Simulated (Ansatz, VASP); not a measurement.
# Cross-check of Al32O47 (V_O) between VASP and Ansatz, part 2 of 2

Wanted: the spread between two codes on one cell, functional and k mesh. The cell is taken from a series of runs on this material, whose earlier steps may have relaxed, scaled, displaced or heated it; both programs get it as it stands.

VASP 6.6.1 and Ansatz 0.2.0.

So far. Step 2 (VASP: single point, PBE): The run ends at a pressure of -0.38 GPa, with forces up to 0.012 eV/Å.

## (3) Ansatz: single point, PBE

Level of this step: Ansatz beside VASP: Kohn-Sham DFT, plane waves, PBE (Ansatz).

Ansatz runs on its PAW soft_1 files.

The same cell, functional, mesh and smearing now go to Ansatz.

input.yaml

```yaml
crystal:
  lattice:
    - [4.80788353, 2.77583285, 8.7484142]
    - [-4.80788353, 2.77583285, 8.7484142]
    - [0.0, -5.5516657, 8.7484142]
  atoms:
    - { symbol: Al, position: [0.32449299796, 0.32529399024, 0.32451341944] }
    - { symbol: Al_c, position: [0.43673037324, 0.42047074979, 0.42746508539] }
    - { symbol: Al, position: [0.0742731769, 0.07458170143, 0.07383429051] }
    - { symbol: Al, position: [0.17400872447, 0.17839804849, 0.17696691044] }
    - { symbol: O, position: [0.22178046088, 0.02896422703, 0.37503491318] }
    - { symbol: O, position: [0.47210481546, 0.12578446563, 0.27828749832] }
    - { symbol: O, position: [0.02729995016, 0.37601343652, 0.22269747943] }
    - { symbol: O, position: [0.37501507778, 0.22246086111, 0.02807677897] }
    - { symbol: O, position: [0.12545661168, 0.27784126097, 0.47259745083] }
    - { symbol: O, position: [0.27881776769, 0.47206645838, 0.1252296167] }
    - { symbol: Al, position: [0.32417431335, 0.32483627841, 0.82390987434] }
    - { symbol: Al, position: [0.4261072926, 0.42648115452, 0.92683275171] }
    - { symbol: Al, position: [0.07481291676, 0.07404207534, 0.57403197973] }
    - { symbol: Al, position: [0.17610227179, 0.17640810753, 0.67639682653] }
    - { symbol: O, position: [0.22267287083, 0.02871127009, 0.87481767728] }
    - { symbol: O_e, position: [0.47341616854, 0.12654232529, 0.77603043529] }
    - { symbol: O, position: [0.0291366516, 0.37540313905, 0.72147287522] }
    - { symbol: O_f, position: [0.37669179175, 0.22126510258, 0.52792182262] }
    - { symbol: O, position: [0.12528420733, 0.27895034985, 0.97168870377] }
    - { symbol: O, position: [0.28004496073, 0.47161254599, 0.62472528943] }
    - { symbol: Al, position: [0.32417321116, 0.82483102852, 0.32374890594] }
    - { symbol: Al, position: [0.42653373258, 0.92679481945, 0.42598088985] }
    - { symbol: Al, position: [0.07406471895, 0.57378058149, 0.07456010517] }
    - { symbol: Al, position: [0.1768557598, 0.67587755756, 0.17666129541] }
    - { symbol: O, position: [0.22361205147, 0.52774634684, 0.37442428655] }
    - { symbol: O, position: [0.4728933276, 0.62578708112, 0.27759142054] }
    - { symbol: O, position: [0.0285162729, 0.87548693566, 0.22169729489] }
    - { symbol: O, position: [0.37557482201, 0.72208773405, 0.0281781246] }
    - { symbol: O, position: [0.12563502624, 0.77874700128, 0.47148987583] }
    - { symbol: O, position: [0.27809006701, 0.97291627747, 0.12485599463] }
    - { symbol: Al, position: [0.32435715771, 0.82378020453, 0.824185067] }
    - { symbol: Al, position: [0.42614328876, 0.92601724579, 0.92669529263] }
    - { symbol: Al, position: [0.07691561855, 0.57347116248, 0.57203738932] }
    - { symbol: Al, position: [0.17664575296, 0.67660322079, 0.67585698906] }
    - { symbol: O, position: [0.22240644028, 0.52874185328, 0.87494946824] }
    - { symbol: O, position: [0.4723364652, 0.62497058188, 0.77821935164] }
    - { symbol: O, position: [0.02824238805, 0.87562203766, 0.72172570668] }
    - { symbol: O, position: [0.37522887077, 0.72259462823, 0.52829231219] }
    - { symbol: O_a, position: [0.12545586876, 0.77849981896, 0.97194350887] }
    - { symbol: O, position: [0.27877130594, 0.97186635637, 0.62530586589] }
    - { symbol: Al, position: [0.81422362128, 0.32299063572, 0.32993944203] }
    - { symbol: Al, position: [0.92643050275, 0.4259318772, 0.42514392891] }
    - { symbol: Al, position: [0.57363215598, 0.07466716526, 0.07455708549] }
    - { symbol: Al, position: [0.67692348437, 0.17629577061, 0.1760183174] }
    - { symbol: O_g, position: [0.72183719235, 0.02988633204, 0.37542682229] }
    - { symbol: O, position: [0.97087583415, 0.12571727363, 0.2788186882] }
    - { symbol: O, position: [0.53020307875, 0.37473642214, 0.2212642614] }
    - { symbol: O, position: [0.87568927945, 0.22214997368, 0.02783926123] }
    - { symbol: O, position: [0.77803286986, 0.47284844049, 0.12464109508] }
    - { symbol: Al, position: [0.82438141414, 0.32446049513, 0.82364251002] }
    - { symbol: Al, position: [0.92674635871, 0.42669292562, 0.92559739175] }
    - { symbol: Al_d, position: [0.57384619402, 0.07230409893, 0.57528826886] }
    - { symbol: Al, position: [0.6770678634, 0.17514728787, 0.67814661093] }
    - { symbol: O, position: [0.72209319968, 0.02816866753, 0.87584981258] }
    - { symbol: O, position: [0.97213841163, 0.12513459091, 0.7785709732] }
    - { symbol: O, position: [0.5290818987, 0.37501170682, 0.72054917646] }
    - { symbol: O, position: [0.87421410179, 0.22251693631, 0.52916757371] }
    - { symbol: O, position: [0.62538748049, 0.27862963148, 0.97145898311] }
    - { symbol: O, position: [0.77881324616, 0.47214993608, 0.62465088643] }
    - { symbol: Al, position: [0.82480815325, 0.82361002972, 0.3239563856] }
    - { symbol: Al, position: [0.92674593717, 0.92652609074, 0.42559937658] }
    - { symbol: Al, position: [0.57450342593, 0.57424952526, 0.07391616615] }
    - { symbol: Al, position: [0.67641158096, 0.6765271639, 0.17618728444] }
    - { symbol: O, position: [0.72071126659, 0.5291727076, 0.37570083485] }
    - { symbol: O, position: [0.97209583421, 0.6252121615, 0.27837262504] }
    - { symbol: O, position: [0.5285398714, 0.8757089667, 0.22186640485] }
    - { symbol: O, position: [0.87534562005, 0.72225718629, 0.02834836969] }
    - { symbol: O, position: [0.62552675137, 0.77898102651, 0.47180851317] }
    - { symbol: O, position: [0.778579466, 0.97222265253, 0.12546731353] }
    - { symbol: Al, position: [0.82477631446, 0.82374105333, 0.82441862535] }
    - { symbol: Al_b, position: [0.92655377292, 0.92625616056, 0.92666093338] }
    - { symbol: Al, position: [0.57399498878, 0.5744228287, 0.57414486678] }
    - { symbol: Al, position: [0.67728190164, 0.67588866095, 0.6757736084] }
    - { symbol: O, position: [0.72237556466, 0.52857711653, 0.87472732201] }
    - { symbol: O, position: [0.9728290284, 0.62558387175, 0.77751491968] }
    - { symbol: O, position: [0.5288233331, 0.87459250851, 0.72227024048] }
    - { symbol: O, position: [0.87590504939, 0.72236123986, 0.52797450365] }
    - { symbol: O, position: [0.62545856934, 0.7792914472, 0.97114956349] }
    - { symbol: O, position: [0.777501355, 0.97442307828, 0.6238860132] }
basis:
  ecutwfc: 420
  xc_grid: 2
hamiltonian:
  xc: pbe
  pseudopotentials: { kind: paw, azcp: { folder: soft_1 } }
kpoints:
  mp_grid: { grid: [1, 1, 1] }
scf:
  occupations: { method: fermi_dirac, width: 0.01 }
  max_iter: 60
output:
  forces: true
  eigenvalues: true
  core_levels:
    shells:
      O_a: "1s"
      Al_b: "2p"
      Al_c: "2p"
      Al_d: "2p"
      O_e: "1s"
      O_f: "1s"
      O_g: "1s"
    eps_inf: [3.29, 3.29, 3.26]
```

The run is started by

```
$ ansatz run input.yaml --threads 4 --pin off --max-ram 11304MiB --backend cpu --events-out ev --progress --plain --runs-dir out
```

Numbers of over 12 decimals in the logs are rounded to 6 here.

The program printed:

```text
Engine: ansatz 0.2.0, aarch64-unknown-linux-gnu
Pseudopotentials: kind: paw
Pseudopotential: Al, paw, valence charge 3, recommended cutoff 420 eV (normal), soft_1/Al.paw.azcp
Pseudopotential: O, paw, valence charge 6, recommended cutoff 420 eV (normal), soft_1/O.paw.azcp
Functional definition: PBE
  parameter kappa = 0.804
  parameter beta = 0.066725
  exchange = pbe_x(kappa = kappa, mu = beta*pi^2/3)
  correlation = pbe_c(beta = beta)
Crystal: 79 atoms, lattice volume = 700.532 Å³
Basis set: ecut = 420 eV, 13721 PW (Γ), exchange–correlation on 144×144×144 points (8 copies of the dense FFT grid, shifted against one another)
Bands: 268, of which v1, the nominal top of the filled ones, is band 189 counted from 1 (188 counted from 0)
Symmetry: 1 space group operations
Space group: P1 (ITA 1), of the structure as read, at distance tolerance 8.9e-5 Å
k-points: 1
Non-local potential: Al, projectors of the file, l = 0: 2, l = 1: 2, l = 2: 1
Non-local potential: O, projectors of the file, l = 0: 2, l = 1: 2, l = 2: 1
PAW form: soft (Blöchl's): semilocal exchange-correlation on the pseudo side does not see the compensation charge
PAW one-centre angular grid: Al, 110 points (default); XC on 64 Gauss nodes
PAW one-centre angular grid: O, 110 points (default); XC on 64 Gauss nodes
Initial density: superposition of atomic densities (chi_scale 0.1, normalization cell, long waves kept (reshape's long-wave potential 0.20 eV rms))
Initial wavefunctions: pseudopotential atomic-orbital guess
Functional: x = pbe(κ = 0.804, μ = 0.219515), c = pbe(β = 0.066725)
SCF iter   1: F=—  HF=-44012.516172 eV  |F-HF|=—  |Δ(HF+E_count)|=         —  Δρ=1.25e-1  dr2=1.04e2  ethr=3.10e-3  ⟨swp⟩=6.0  Hψ=1136  notcnv=0  defer=41
preconditioner: auto → Resta (q_TF=auto, 2.462 Å⁻¹)  ε∞=3.3  [insulator: Δε(μ)=4.147 eV  Ē_g=17.944 eV  σ=0.010 eV  W_gap=1.00  n_scr=174 (ndim 8)  ℏωp=27.3 eV  f_vac=0.000  D(μ)=0.00/eV (n_scr^D=0)  ε∞_Penn≈3.3]
SCF iter   2: F=—  HF=-43986.057393 eV  |F-HF|=—  |Δ(HF+E_count)|=    2.65e1  Δρ=4.22e-2  dr2=6.23e0  ethr=3.10e-3  ⟨swp⟩=3.0  Hψ=506  notcnv=0  defer=75
SCF iter   3: F=—  HF=-43985.334440 eV  |F-HF|=—  |Δ(HF+E_count)|=   7.23e-1  Δρ=2.16e-2  dr2=1.92e0  ethr=1.65e-3  ⟨swp⟩=2.0  Hψ=313  notcnv=0  defer=75
SCF iter   4: F=—  HF=-43985.301965 eV  |F-HF|=—  |Δ(HF+E_count)|=   3.25e-2  Δρ=1.77e-3  dr2=1.29e-2  ethr=5.07e-4  ⟨swp⟩=3.0  Hψ=386  notcnv=0  defer=75
SCF iter   5: F=—  HF=-43985.312651 eV  |F-HF|=—  |Δ(HF+E_count)|=   1.07e-2  Δρ=1.14e-3  dr2=6.32e-3  ethr=3.43e-6  ⟨swp⟩=2.0  Hψ=499  notcnv=0  defer=75
SCF iter   6: F=—  HF=-43985.312467 eV  |F-HF|=—  |Δ(HF+E_count)|=   1.84e-4  Δρ=1.79e-4  dr2=2.32e-4  ethr=1.67e-6  ⟨swp⟩=2.0  Hψ=382  notcnv=0  defer=75
SCF iter   7: F=—  HF=-43985.312672 eV  |F-HF|=—  |Δ(HF+E_count)|=   2.05e-4  Δρ=6.80e-5  dr2=2.86e-5  ethr=6.15e-8  ⟨swp⟩=2.0  Hψ=382  notcnv=0  defer=75
SCF iter   8: F=—  HF=-43985.313220 eV  |F-HF|=—  |Δ(HF+E_count)|=   5.48e-4  Δρ=5.54e-5  dr2=1.48e-5  ethr=7.55e-9  ⟨swp⟩=2.0  Hψ=382  notcnv=0  defer=75
SCF iter   9: F=—  HF=-43985.313216 eV  |F-HF|=—  |Δ(HF+E_count)|=   3.19e-6  Δρ=5.77e-6  dr2=1.52e-7  ethr=3.92e-9  ⟨swp⟩=2.0  Hψ=373  notcnv=0  defer=75
SCF iter  10: F=-43985.313217 eV  HF=-43985.313217 eV  |F-HF|=1.42e-8  |Δ(HF+E_count)|=   1.04e-7  Δρ=2.33e-6  dr2=2.71e-8  ethr=2.65e-11  ⟨swp⟩=18.0  Hψ=1794  notcnv=0
SCF 1 converged in 10 iterations: F = -43985.313217 eV  dr2 = 2.71e-8
  greatest PAW one-centre occupation: 0.858 electrons in one spin orbital (limit 2), on the O atom at site 17 (counted from 0), in its partial waves of l = 0
── core hole 1/7: 2p of Al_c 1 ──
── 2p of Al_c 1: 63.763 eV over the cell without the hole, in 12 iterations ──
── core hole 2/7: 1s of O_e 15 ──
── 1s of O_e 15: 520.092 eV over the cell without the hole, in 12 iterations ──
── core hole 3/7: 1s of O_f 17 ──
── 1s of O_f 17: 520.000 eV over the cell without the hole, in 12 iterations ──
── core hole 4/7: 1s of O_a 38 ──
── 1s of O_a 38: 520.084 eV over the cell without the hole, in 12 iterations ──
── core hole 5/7: 1s of O_g 44 ──
── 1s of O_g 44: 520.054 eV over the cell without the hole, in 12 iterations ──
── core hole 6/7: 2p of Al_d 51 ──
── 2p of Al_d 51: 63.957 eV over the cell without the hole, in 12 iterations ──
── core hole 7/7: 2p of Al_b 70 ──
── 2p of Al_b 70: 64.193 eV over the cell without the hole, in 10 iterations ──
SCF converged after 10 iterations
Free energy (F): -43985.313217 eV
Harris-Foulkes:  -43985.313217 eV  (|F-HF|=1.42e-8)
Internal energy: -43985.313217 eV  (E = F + TS)
E sigma→0 (E₀):  -43985.313217 eV
Fermi energy:    11.418248 eV
--- Per-component energies (eV) ---
  E_band       = 377.155655
  E_kinetic    = 8914.584545
  E_local      = -15965.255925  (includes V_loc(G=0)·N_el)
  E_nonlocal   = 2748.566518
  E_hartree    = 6098.580485
  E_xc         = -4652.012416
  E_vxc        = -5338.650030  (∫ρ·V_xc dr)
[...]
atom  16  O_e      0.00151078     0.00435011    -0.00088617
  atom  17  O       -0.00039240     0.00070526    -0.00055394
  atom  18  O_f      0.00145003    -0.00103976     0.00228935
  atom  19  O        0.00052576     0.00010656     0.00020120
  atom  20  O        0.00007595     0.00121107    -0.00164422
  atom  21  Al       0.00084533     0.00046205     0.00060631
  atom  22  Al       0.00037729     0.00001463     0.00031559
  atom  23  Al      -0.00088430    -0.00023659    -0.00043332
  atom  24  Al       0.00056469     0.00054493     0.00019504
  atom  25  O        0.00100975     0.00071971     0.00074949
  atom  26  O       -0.00178103     0.00093162     0.00056206
  atom  27  O        0.00046721     0.00003911    -0.00024387
  atom  28  O        0.00071850     0.00012371     0.00102407
  atom  29  O       -0.00030011    -0.00034823    -0.00017834
  atom  30  O        0.00016483     0.00050132     0.00019889
  atom  31  Al       0.00074868    -0.00063810    -0.00044961
  atom  32  Al       0.00125496    -0.00111722    -0.00086484
  atom  33  Al       0.00056473    -0.00053535    -0.00160237
  atom  34  Al      -0.00143448     0.00034129     0.00110756
  atom  35  O       -0.00062411    -0.00095185     0.00010733
  atom  36  O       -0.00033596     0.00019700    -0.00043428
  atom  37  O       -0.00079005    -0.00053255    -0.00176045
  atom  38  O       -0.00110969     0.00095834     0.00062344
  atom  39  O_a      0.00056506    -0.00071562    -0.00017161
  atom  40  O        0.00126941     0.00014856     0.00152718
  atom  41  Al      -0.00034877    -0.00188556    -0.00017095
  atom  42  Al      -0.00051693     0.00025704    -0.00096238
[...]
atom  45  O_g     -0.00062501    -0.00059993     0.00136081
[...]
atom  52  Al_d     0.00016780     0.00022070    -0.00091891
[...]
atom  71  Al_b     0.00046985    -0.00074407     0.00031303
  atom  72  Al       0.00263456     0.00051749    -0.00045630
  atom  73  Al       0.00125384     0.00034795    -0.00166238
  atom  74  O       -0.00007823     0.00126127     0.00124561
  atom  75  O       -0.00048461    -0.00002118     0.00008764
  atom  76  O        0.00086049    -0.00176828     0.00002054
  atom  77  O       -0.00102723    -0.00040036     0.00080084
  atom  78  O       -0.00012411     0.00046928    -0.00020306
  atom  79  O       -0.00388933    -0.00022304     0.00053921
  max |Σ_I F_I| component: 3.55e-6 eV/Å
--- Band table (eV) ---
  k-point 0: bands = [... 185 lower, 7.1504, 7.1772, 7.1998, 9.4772, 13.3593, 14.1792, 14.3516, 14.7981, ... 75 higher]
--- Core levels from the valence top (the input states a gap; a hole's nearest image at 9.6 Å) ---
  the holes have spin, beside a run without
  atom         alike  shell      binding/eV   shift/eV difference/eV images/eV   SCF
  Al_c 1           1     2p          73.928     +0.000        63.763    +0.712    12
  O_e 15           1     1s         530.253     +0.000       520.092    +0.712    12
  O_f 17           1     1s         530.157     -0.097       520.000    +0.712    12
  O_a 38           1     1s         530.260     +0.007       520.084    +0.712    12
  O_g 44           1     1s         530.215     -0.039       520.054    +0.712    12
  Al_d 51          1     2p          74.135     +0.206        63.957    +0.712    12
  Al_b 70          1     2p          74.394     +0.466        64.193    +0.712    10
  the dataset of Al_c with a 2p hole: scattering error 0.002 eV (0.004 eV in the local channel); free atom: scalar-relativistic, large and small components
  the two lines of Al_c's 2p: 2p1/2 +0.276 eV and 2p3/2 -0.138 eV off its levels, 1 : 2 in strength
  the dataset of O_e with a 1s hole: scattering error 0.007 eV (0.003 eV in the local channel); free atom: scalar-relativistic, large and small components
  the dataset of O_f with a 1s hole: scattering error 0.007 eV (0.003 eV in the local channel); free atom: scalar-relativistic, large and small components
  the dataset of O_a with a 1s hole: scattering error 0.007 eV (0.003 eV in the local channel); free atom: scalar-relativistic, large and small components
  the dataset of O_g with a 1s hole: scattering error 0.007 eV (0.003 eV in the local channel); free atom: scalar-relativistic, large and small components
  the dataset of Al_d with a 2p hole: scattering error 0.002 eV (0.004 eV in the local channel); free atom: scalar-relativistic, large and small components
  the two lines of Al_d's 2p: 2p1/2 +0.276 eV and 2p3/2 -0.138 eV off its levels, 1 : 2 in strength
  the dataset of Al_b with a 2p hole: scattering error 0.002 eV (0.004 eV in the local channel); free atom: scalar-relativistic, large and small components
  the two lines of Al_b's 2p: 2p1/2 +0.276 eV and 2p3/2 -0.138 eV off its levels, 1 : 2 in strength
  the highest filled level without a hole stands at 9.4772 eV, at the point (0.0000, 0.0000, 0.0000)
  Al_c 1 2p: the alignment adds -0.0240 eV (standard deviation 0.0305 over 27 far atoms)
  O_e 15 1s: the alignment adds -0.0279 eV (standard deviation 0.0343 over 28 far atoms)
  O_f 17 1s: the alignment adds -0.0334 eV (standard deviation 0.0439 over 29 far atoms)
  O_a 38 1s: the alignment adds -0.0133 eV (standard deviation 0.0232 over 28 far atoms)
  O_g 44 1s: the alignment adds -0.0285 eV (standard deviation 0.0251 over 29 far atoms)
  Al_d 51 2p: the alignment adds -0.0116 eV (standard deviation 0.0211 over 29 far atoms)
  Al_b 70 2p: the alignment adds +0.0118 eV (standard deviation 0.0198 over 28 far atoms)
  a level is its difference with the images' term at an eps_inf of [3.29, 3.29, 3.26], the alignment and the highest filled level
```

## (4) Comparison

Known differences besides the potentials themselves: the cutoff is 420 eV in Ansatz and 520 eV in VASP (PREC = Accurate, projectors in real space). Total energies have different zeros and are not compared.

The two programs side by side:

| quantity | Ansatz | VASP | difference |
| --- | --- | --- | --- |
| gap on the k mesh (eV) | 3.882 | 3.889 | -0.007 |

At this near-relaxed geometry the largest component of a force difference is 11 meV/Å. A gap on the mesh is an upper bound, since the band edges may lie between its points.

## (5) Results

| Item | Value |
| --- | --- |
| difference in gap on the k mesh (single point, PBE) | -0.0070 eV |

The difference in gap on the k mesh is -0.0070 eV (single point, PBE), within the 0.08 eV picked in this series as the mark of a large difference. How closely two codes agree says nothing of how well the functional describes the real material.

[Lines on the potential files, build, host, timing and source positions are cut from VASP's logs without a mark.]

[Logs are printed without paths, hosts, clocks, repeated set-up lines and the standing remarks that a program may print on its own settings, such as how far it seeks lower states.]

[Hosts, paths, dates, database ids (printed as entryN), source tags and the programs' standing remarks are cut or masked in the printed files.]
